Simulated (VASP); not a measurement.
**A VASP 6.6.1 single-point calculation on InAs**

INCAR

```
LREAL = .FALSE.
GGA = CA
LCHARG = .FALSE.
NELECT = 17.98
ISMEAR = -1
LWAVE = .FALSE.
ALGO = VeryFast
SIGMA = 0.02
LASPH = .TRUE.
EDIFF = 1E-7
ENCUT = 520
NBANDS = 16
NELM = 84
PREC = Accurate
NSW = 0
ISIF = 2
IBRION = -1
```

KPOINTS

```
KPOINTS created by Atomic Simulation Environment
0
Gamma
8 8 8
0 0 0
```

POSCAR

```
In As
 1.0000000000000000
    -0.0000000000000000    2.8414336897063346    2.8414336897063346
     2.8414336897063346   -0.0000000000000000    2.8414336897063346
     2.8414336897063346    2.8414336897063346   -0.0000000000000000
 In  As
   1   1
Cartesian
 -0.0000000000000000 -0.0000000000000000 -0.0000000000000000
  2.8414336897063341  2.8414336897063341  2.8414336897063341
```

The recommended LDA PAW datasets give the neutral cell 18 valence electrons.

Command

```
mpirun -np 1 vasp_std
```

OSZICAR

```
N       E                     dE             d eps       ncg     rms          rms(c)
RMM:   1     0.100151712245E+03    0.10015E+03   -0.56735E+03   464   0.984E+02
RMM:   2    -0.117135764751E+02   -0.11187E+03   -0.14445E+03   464   0.236E+02
RMM:   3    -0.594813151586E+01    0.57654E+01   -0.11186E+02   464   0.110E+02
RMM:   4    -0.869601047992E+01   -0.27479E+01   -0.26658E+01   464   0.533E+01
RMM:   5    -0.898977696203E+01   -0.29377E+00   -0.12347E+01   464   0.334E+01
RMM:   6    -0.911558721269E+01   -0.12581E+00   -0.60195E+00   464   0.198E+01
RMM:   7    -0.910089008036E+01    0.14697E-01   -0.36777E+01   464   0.176E+01
RMM:   8    -0.912266164735E+01   -0.21772E-01   -0.46284E+01   464   0.129E+01
RMM:   9    -0.899153722048E+01    0.13112E+00   -0.28302E+00  1564   0.949E+00
RMM:  10    -0.904912267173E+01   -0.57585E-01   -0.14736E-01  1572   0.183E+00
RMM:  11    -0.905222823758E+01   -0.31056E-02   -0.29802E-02  1626   0.795E-01
RMM:  12    -0.905278754749E+01   -0.55931E-03   -0.55330E-03  1623   0.293E-01    0.389E+00
RMM:  13    -0.887680902883E+01    0.17598E+00   -0.21669E-01  1398   0.469E+00    0.203E+00
RMM:  14    -0.886807352716E+01    0.87355E-02   -0.22382E-02  1328   0.108E+00    0.877E-01
RMM:  15    -0.886555448684E+01    0.25190E-02   -0.46701E-03  1265   0.955E-01    0.695E-02
RMM:  16    -0.886561532848E+01   -0.60842E-04   -0.13987E-03  1396   0.347E-01    0.632E-02
RMM:  17    -0.886564290031E+01   -0.27572E-04   -0.33797E-04  1383   0.228E-01    0.446E-02
RMM:  18    -0.886565499382E+01   -0.12094E-04   -0.96325E-05  1419   0.103E-01    0.309E-02
RMM:  19    -0.886565297221E+01    0.20216E-05   -0.33868E-05  1430   0.797E-02    0.989E-03
RMM:  20    -0.886565359442E+01   -0.62220E-06   -0.14280E-05  1397   0.380E-02    0.510E-03
RMM:  21    -0.886565369224E+01   -0.97823E-07   -0.21539E-06  1318   0.135E-02    0.181E-03
RMM:  22    -0.886565373584E+01   -0.43600E-07   -0.49443E-07   853   0.658E-03
   1 F= -.88656537E+01 E0= -.88651235E+01  d E =-.106040E-02
```

From OUTCAR

```
k-points           NKPTS =     29   k-points in BZ     NKDIM =     29   number of bands    NBANDS=     16

   NELECT =      17.9800    total number of electrons

   dimension x,y,z NGX =    30 NGY =   30 NGZ =   30
   dimension x,y,z NGXF=    60 NGYF=   60 NGZF=   60

  energy-cutoff  :      520.00
  volume of cell :       45.88
      direct lattice vectors                 reciprocal lattice vectors
     0.000000000  2.841433690  2.841433690    -0.175967506  0.175967506  0.175967506
     2.841433690  0.000000000  2.841433690     0.175967506 -0.175967506  0.175967506
     2.841433690  2.841433690  0.000000000     0.175967506  0.175967506 -0.175967506

 k-points in reciprocal lattice and weights: KPOINTS created by Atomic Simulation Env
   0.00000000  0.00000000  0.00000000       0.002
   0.12500000  0.00000000  0.00000000       0.016
   0.25000000  0.00000000  0.00000000       0.016
   0.37500000  0.00000000  0.00000000       0.016
   0.50000000  0.00000000  0.00000000       0.008
   0.12500000  0.12500000  0.00000000       0.012
   0.25000000  0.12500000  0.00000000       0.047
   0.37500000  0.12500000  0.00000000       0.047
   ...

 E-fermi :   6.1395

 k-point     1 :       0.0000    0.0000    0.0000
  band No.  band energies     occupation
      1      -8.0790      2.00000
      2      -8.0790      2.00000
      3      -8.0521      2.00000
      4      -8.0521      2.00000
      5      -8.0521      2.00000
      6      -6.2042      2.00000
      7       5.6190      2.00000
      8       5.9463      1.99987
      9       5.9463      1.99987
     10       5.9463      1.99987
     11      13.4562      0.00000
     12      13.4562      0.00000
     13      13.4734      0.00000
     14      13.7540      0.00000
     15      13.7542      0.00000
     16      54.6346      0.00000

 k-point     2 :       0.1250    0.0000    0.0000
  band No.  band energies     occupation
      1      -8.0862      2.00000
      2      -8.0862      2.00000
      3      -8.0527      2.00000
      4      -8.0443      2.00000
      5      -8.0443      2.00000
      6      -6.0281      2.00000
      7       3.7759      2.00000
      8       5.9789      1.99935
      9       5.9789      1.99935
     10       7.4963      0.00000
     11      12.1974      0.00000
     12      12.5044      0.00000
     13      12.5044      0.00000
     14      13.7774      0.00000
     15      13.9921      0.00000
     16      13.9921      0.00000

 k-point     3 :       0.2500    0.0000    0.0000
  band No.  band energies     occupation
      1      -8.1068      2.00000
      2      -8.1068      2.00000
      3      -8.0554      2.00000
      4      -8.0219      2.00000
      5      -8.0219      2.00000
      6      -5.5265      2.00000
      7       1.8087      2.00000
      8       6.0916      1.83273
      9       6.0916      1.83273
     10       8.3730      0.00000
     11      10.9923      0.00000
     12      10.9923      0.00000
     13      11.2836      0.00000
     14      14.0078      0.00000
     15      15.0456      0.00000
     16      19.8819      0.00000

 ...

  Total       -1.0272888     -1.0272888     -1.0272888      0.0000000     -0.0000000     -0.0000000
  in kB      -35.8724115    -35.8724115    -35.8724115      0.0000000     -0.0000000     -0.0000000
  external PRESSURE =     -35.8724115 kB  Pullay stress =       0.0000000 kB

 POSITION                                       TOTAL-FORCE (eV/Angst)
 -----------------------------------------------------------------------------------
      0.00000      0.00000      0.00000         0.000000      0.000000      0.000000
      2.84143      2.84143      2.84143        -0.000000     -0.000000     -0.000000
 -----------------------------------------------------------------------------------
    total drift:                               -0.000000      0.000000      0.000000

  FREE ENERGIE OF THE ION-ELECTRON SYSTEM (eV)
  ---------------------------------------------------
  free  energy   TOTEN  =        -8.8656537358 eV

  energy  without entropy=       -8.8645933330  energy(sigma->0) =       -8.86512353
```

It converged. Results: pressure -3.6 GPa.

The cell is charged and sits in a uniform background.

For comparison, a separate LDA run of the intended cell, on usual settings and not on those above, gives a gap of -2.72 eV on its mesh and a pressure of -2.8 GPa.

The run above took about 16 s on one core of a shared host (Intel Xeon 6975P-C) and held 0.15 GiB at most.
